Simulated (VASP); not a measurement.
Method: PBE GGA, VASP's PBE PAW potentials (set 64) (plane waves; VASP 6.6.1).

Input for VASP

**POSCAR**
```
InN
1.0
  0.0000000000   2.5372320000   2.5372320000
  2.5372320000   0.0000000000   2.5372320000
  2.5372320000   2.5372320000   0.0000000000
In N
1 1
Cart
  0.0000000000   0.0000000000   0.0000000000
  1.2686160000   1.2686160000   1.2686160000
```

### INCAR
```
SYSTEM = InN
PREC = Accurate
ENCUT = 400
EDIFF = 1E-6
NELM = 100
ALGO = Normal
LREAL = .FALSE.
LASPH = .TRUE.
ISMEAR = 0
SIGMA = 0.05
GGA = PE
LMAXMIX = 4
LWAVE = .FALSE.
LCHARG = .FALSE.
ISIF = 2
```

KPOINTS:
```
Automatic mesh
0
Gamma
4 4 4
```

POTCAR, in this order: In_d N (PBE.64 set). Program: vasp_std.

Output

OSZICAR:
```
       N       E                     dE             d eps       ncg     rms          rms(c)
DAV:   1     0.127629941948E+03    0.12763E+03   -0.79221E+03   208   0.158E+03
DAV:   2    -0.148908931282E+01   -0.12912E+03   -0.12220E+03   228   0.347E+02
DAV:   3    -0.126115472368E+02   -0.11122E+02   -0.10941E+02   256   0.108E+02
DAV:   4    -0.128491660766E+02   -0.23762E+00   -0.23749E+00   244   0.168E+01
DAV:   5    -0.128579746350E+02   -0.88086E-02   -0.88084E-02   259   0.321E+00    0.952E+00
DAV:   6    -0.106876664727E+02    0.21703E+01   -0.86706E+00   304   0.493E+01    0.559E+00
DAV:   7    -0.106493344578E+02    0.38332E-01   -0.55463E-01   218   0.933E+00    0.218E+00
DAV:   8    -0.106373269385E+02    0.12008E-01   -0.98112E-02   248   0.306E+00    0.564E-01
DAV:   9    -0.106338078527E+02    0.35191E-02   -0.86552E-03   322   0.181E+00    0.219E-01
DAV:  10    -0.106343122401E+02   -0.50439E-03   -0.16072E-03   208   0.351E-01    0.868E-02
DAV:  11    -0.106343517161E+02   -0.39476E-04   -0.56223E-05   282   0.765E-02    0.195E-02
DAV:  12    -0.106343514680E+02    0.24818E-06   -0.20524E-05   246   0.625E-02    0.127E-02
DAV:  13    -0.106343506549E+02    0.81309E-06   -0.23354E-06   201   0.284E-02
   1 F= -.10634351E+02 E0= -.10633748E+02  d E =-.120517E-02
```

OUTCAR:
```
------------------------ aborting loop because EDIFF is reached ----------------------------------------
  FORCE on cell =-STRESS in cart. coord.  units (eV):
  Direction    XX          YY          ZZ          XY          YZ          ZX
  --------------------------------------------------------------------------------------
  Total       -0.7065068     -0.7065068     -0.7065068      0.0000000      0.0000000      0.0000000
  in kB      -34.6510505    -34.6510505    -34.6510505      0.0000000      0.0000000      0.0000000
  external PRESSURE =     -34.6510505 kB  Pullay stress =       0.0000000 kB
  volume of cell :       32.67
      direct lattice vectors                 reciprocal lattice vectors
     0.000000000  2.537232000  2.537232000    -0.197065148  0.197065148  0.197065148
     2.537232000  0.000000000  2.537232000     0.197065148 -0.197065148  0.197065148
     2.537232000  2.537232000  0.000000000     0.197065148  0.197065148 -0.197065148
 POSITION                                       TOTAL-FORCE (eV/Angst)
 -----------------------------------------------------------------------------------
      0.00000      0.00000      0.00000        -0.000000     -0.000000     -0.000000
      1.26862      1.26862      1.26862         0.000000      0.000000      0.000000
 -----------------------------------------------------------------------------------
    total drift:                                0.000001      0.000001      0.000001
  FREE ENERGIE OF THE ION-ELECTRON SYSTEM (eV)
  ---------------------------------------------------
  free  energy   TOTEN  =       -10.6343506549 eV

  energy  without entropy=      -10.6331454805  energy(sigma->0) =      -10.63374807
```
(Selected blocks of OUTCAR.)

At this cut-off the stress carries a Pulay error, which pulls relaxed volumes low.

The structure comes from a computed database's InN entry; how it stands against other phases isn't given here. The cell was not relaxed at this level. The k-mesh is coarse (spacing up to 0.54 per Å, 2π included), so the numbers may not be converged in it. The run is one of a series of settings (KPOINTS 4×4×4 Γ-centred mesh against the base run), some of them coarse on purpose.
